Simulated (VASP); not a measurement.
# Al (Fm-3m) in VASP: a series of runs

One crystal, Al, is run at these levels: LDA; tasks: single point.

Program: VASP 6.6.1. These are calculated values, not measurements. Logs are shortened: lines on timing, memory, paths and dates and some standing lists are left out, and cuts for length are marked.

## (1) The undisturbed crystal

The structure is cubic, space group Fm-3m (No. 225). The conventional cell has a = 4.050 Å, b = 4.050 Å, c = 4.050 Å, α = 90.00°, β = 90.00°, γ = 90.00°. Around Al (site symmetry m-3m) lie 12 Al at 2.86 Å.

## (2) Single point, LDA (grid = ENCUT=500 dk=0.35 cell=3x3x3 ISMEAR=1 SIGMA=0.1 LREAL=Auto EDIFF=1e-06)

INCAR

```
PREC = Accurate
ENCUT = 500
EDIFF = 1E-6
ISMEAR = 1
SIGMA = 0.1
LREAL = Auto
LASPH = T
NELM = 120
ALGO = Fast
ISIF = 2
LWAVE = F
LCHARG = F
NBANDS = 68
```

KPOINTS

```
Automatic mesh
0
Gamma
  3 3 3
```

POSCAR

```
Al
1.0
    0.0000000000      6.0744150000      6.0744150000
    6.0744150000      0.0000000000      6.0744150000
    6.0744150000      6.0744150000      0.0000000000
Al
27
Direct
    0.0000000000      0.0000000000      0.0000000000
    0.0000000000      0.0000000000      0.3333333333
    0.0000000000      0.0000000000      0.6666666667
    0.0000000000      0.3333333333      0.0000000000
    0.0000000000      0.3333333333      0.3333333333
    0.0000000000      0.3333333333      0.6666666667
    0.0000000000      0.6666666667      0.0000000000
    0.0000000000      0.6666666667      0.3333333333
    0.0000000000      0.6666666667      0.6666666667
    0.3333333333      0.0000000000      0.0000000000
    0.3333333333      0.0000000000      0.3333333333
    0.3333333333      0.0000000000      0.6666666667
    0.3333333333      0.3333333333      0.0000000000
    0.3333333333      0.3333333333      0.3333333333
    0.3333333333      0.3333333333      0.6666666667
    0.3333333333      0.6666666667      0.0000000000
    0.3333333333      0.6666666667      0.3333333333
    0.3333333333      0.6666666667      0.6666666667
    0.6666666667      0.0000000000      0.0000000000
    0.6666666667      0.0000000000      0.3333333333
    0.6666666667      0.0000000000      0.6666666667
    0.6666666667      0.3333333333      0.0000000000
    0.6666666667      0.3333333333      0.3333333333
    0.6666666667      0.3333333333      0.6666666667
    0.6666666667      0.6666666667      0.0000000000
    0.6666666667      0.6666666667      0.3333333333
    0.6666666667      0.6666666667      0.6666666667
```

Potentials or basis: VASP PAW LDA potentials, release 64 (Al).

Command:

```bash
cat potpaw_LDA.64/Al/POTCAR > POTCAR
mpirun -np 1 vasp_std > vasp.out
```

OUTCAR:

```text
PREC = Accurate
   ENCUT = 500
   EDIFF = 1E-6
   ISMEAR = 1
   LREAL = Auto
   LASPH = T
   NELM = 120
   ISIF = 2

 Found      4 irreducible k-points:

 Following reciprocal coordinates:
            Coordinates               Weight
  0.000000  0.000000  0.000000      1.000000
  0.333333  0.000000  0.000000      8.000000
  0.333333  0.333333  0.000000      6.000000
 -0.333333  0.333333  0.000000     12.000000
   k-points           NKPTS =      4   k-points in BZ     NKDIM =      4   number of bands    NBANDS=     68
   number of dos      NEDOS =    301   number of ions     NIONS =     27
   total plane-waves  NPLWV = 262144
   dimension x,y,z NGX =    64 NGY =   64 NGZ =   64
   dimension x,y,z NGXF=   128 NGYF=  128 NGZF=  128
   ions per type =              27
   NGX,Y,Z   is equivalent  to a cutoff of  12.39, 12.39, 12.39 a.u.
   NGXF,Y,Z  is equivalent  to a cutoff of  24.77, 24.77, 24.77 a.u.
 SYSTEM =  unknown system
   PREC   = accura    normal or accurate (medium, high low for compatibility)
   ISTART =      0    job   : 0-new  1-cont  2-samecut
   ICHARG =      2    charge: 1-file 2-atom 10-const
   ISPIN  =      1    spin polarized calculation?
   LNONCOLLINEAR =      F non collinear calculations
   LSORBIT =      F    spin-orbit coupling
   LASPH  =      T    aspherical Exc in radial PAW
   ENCUT  =  500.0 eV  36.75 Ry    6.06 a.u.  15.66 15.66 15.66*2*pi/ulx,y,z
   NELM   =    120;   NELMIN=  2; NELMDL= -5     # of ELM steps
   EDIFF  = 0.1E-05   stopping-criterion for ELM
   LREAL  =      T    real-space projection
   EDIFFG = 0.1E-04   stopping-criterion for IOM
   NSW    =      0    number of steps for IOM
[... 5 lines left out ...]
   TEBEG  =    0.0;   TEEND  =   0.0 temperature during run
   PSTRESS=    0.0 pullay stress
   NELECT =      81.0000    total number of electrons
   NUPDOWN=      -1.0000    fix difference up-down
   EMIN   =  10.00;   EMAX   =-10.00  energy-range for DOS
   EFERMI =   0.00;   METHOD = LEGACY
   ISMEAR =     1;   SIGMA  =   0.10  broadening in eV -4-tet -1-fermi 0-gaus
   EFERMI_NEDOS =   21; number of points for ismear=-14 and -15
   IALGO  =     68    algorithm
   IMIX   =      4    mixing-type and parameters
     AMIX     =   0.40;   BMIX     =  1.00
     AMIX_MAG =   1.60;   BMIX_MAG =  1.00
  volume/ion in A,a.u.               =      16.60       112.04
  Fermi-wavevector in a.u.,A,eV,Ry     =   0.925526  1.748991 11.654733  0.856599
  Thomas-Fermi vector in A             =   2.051390
   LORBIT       =      0    0 simple, 1 ext, 2 COOP (PROOUT), +10 PAW based schemes
   GGA     = CA    functional components
   LHFCALC =     F    Hartree Fock is set to
   AEXX    =    0.0000 exact exchange contribution
   IVDW    =     0    specifies the selected vdW correction
   LEPSILON=     F    determine dielectric tensor
   LRPA    =     F    only Hartree local field effects (RPA)
 non-spin polarized calculation
 RMM-DIIS sequential band-by-band and
 Methfessel and Paxton  Order N= 1 SIGMA  =   0.10
  energy-cutoff  :      500.00
  volume of cell :      448.27
 maximum number of plane-waves:     11394
 NGX is ok and might be reduce to    64
   NGX = 31   NGY = 31   NGZ = 31

 number of electron      81.0000000 magnetization

 Free energy of the ion-electron system (eV)
  ---------------------------------------------------
  ext. energy  EPLUGINS =         0.00000000
  ---------------------------------------------------
  free energy    TOTEN  =      -112.12903804 eV

  energy without entropy =     -112.09339947  energy(sigma->0) =     -112.11715851

 E-fermi :   7.7130     XC(G=0): -10.3203

 val. band max:        7.5830171553   @ k =   0.3333   0.3333   0.0000
 cond. band min:       7.7381288964   @ k =  -0.3333   0.3333   0.0000
 fundamental gap:      0.1551117411
 Fermi energy:         7.7130388425

 k-point     1 :       0.0000    0.0000    0.0000
  band No.  band energies     occupation
      1      -3.3301      2.00000
      2      -0.3596      2.00000
      3      -0.3596      2.00000
      4      -0.3596      2.00000
      5      -0.3596      2.00000
      6      -0.3596      2.00000
[... 44 lines left out ...]
     51       8.0783     -0.00000
     52       8.2168     -0.00000

 k-point     2 :       0.3333    0.0000    0.0000
  band No.  band energies     occupation
      1      -2.9969      2.00000
      2      -2.0022      2.00000
      3      -0.6867      2.00000
      4      -0.6867      2.00000
      5      -0.6867      2.00000
      6      -0.3600      2.00000
[... 44 lines left out ...]
     51       9.6799     -0.00000
     52       9.6799     -0.00000

 k-point     3 :       0.3333    0.3333    0.0000
  band No.  band energies     occupation
      1      -2.8860      2.00000
      2      -1.5623      2.00000
      3      -1.2333      2.00000
      4      -1.2333      2.00000
      5      -1.2333      2.00000
      6      -1.2333      2.00000
[... 44 lines left out ...]
     51       9.7426      0.00000
     52       9.7426      0.00000

 k-point     4 :      -0.3333    0.3333    0.0000
  band No.  band energies     occupation
      1      -2.4434      2.00000
      2      -2.1123      2.00000
      3      -2.1123      2.00000
      4      -1.1238      2.00000
      5      -1.1238      2.00000
      6       0.1836      2.00000
[... 44 lines left out ...]
     51       9.4609     -0.00000
     52       9.4609     -0.00000
 [bands above 52 left out]

------------------------ aborting loop because EDIFF is reached ----------------------------------------

  FORCE on cell =-STRESS in cart. coord.  units (eV):
  Direction    XX          YY          ZZ          XY          YZ          ZX
  --------------------------------------------------------------------------------------
  -------------------------------------------------------------------------------------
  Total       -9.4654249     -9.4654249     -9.4654249      0.0000000      0.0000000      0.0000000
  in kB      -33.8304148    -33.8304148    -33.8304148      0.0000000      0.0000000      0.0000000
  external PRESSURE =     -33.8304148 kB  Pullay stress =       0.0000000 kB

 VOLUME and BASIS-vectors are now :
 -----------------------------------------------------------------------------
  energy-cutoff  :      500.00
  volume of cell :      448.27
      direct lattice vectors                 reciprocal lattice vectors
     0.000000000  6.074415000  6.074415000    -0.082312453  0.082312453  0.082312453
     6.074415000  0.000000000  6.074415000     0.082312453 -0.082312453  0.082312453
     6.074415000  6.074415000  0.000000000     0.082312453  0.082312453 -0.082312453

 POSITION                                       TOTAL-FORCE (eV/Angst)
 -----------------------------------------------------------------------------------
      0.00000      0.00000      0.00000         0.000000     -0.000000      0.000000
      2.02480      2.02480      0.00000         0.000000      0.000000     -0.000000
      4.04961      4.04961      0.00000         0.000000     -0.000000      0.000000
      2.02480      0.00000      2.02480         0.000000      0.000000     -0.000000
      4.04961      2.02480      2.02480        -0.000000      0.000000     -0.000000
      6.07442      4.04961      2.02480         0.000000      0.000000      0.000000
[... 19 lines left out ...]
      6.07442      6.07442      8.09922        -0.000000     -0.000000     -0.000000
      8.09922      8.09922      8.09922         0.000000      0.000000      0.000000
 -----------------------------------------------------------------------------------
    total drift:                               -0.000000     -0.000000     -0.000000

  FREE ENERGIE OF THE ION-ELECTRON SYSTEM (eV)
  ---------------------------------------------------
  free  energy   TOTEN  =      -112.1290380363 eV

  energy  without entropy=     -112.0933994714  energy(sigma->0) =     -112.11715851
```

It took 3 min on 1 thread of Intel Xeon Platinum 8488C (Sapphire Rapids), shared host; peak memory 0.41 GiB.

The run converged, but some of its settings lie outside the range that counts as converged, so its numbers aren't taken as properties of the crystal.

What came out:

| Property | Result |
| --- | --- |
| Free energy | -112.1290 eV |
| Pressure | -3.4 GPa |
| Band gap on the k mesh | none (metal or under the smearing width) |

[end of part 1 of 2]
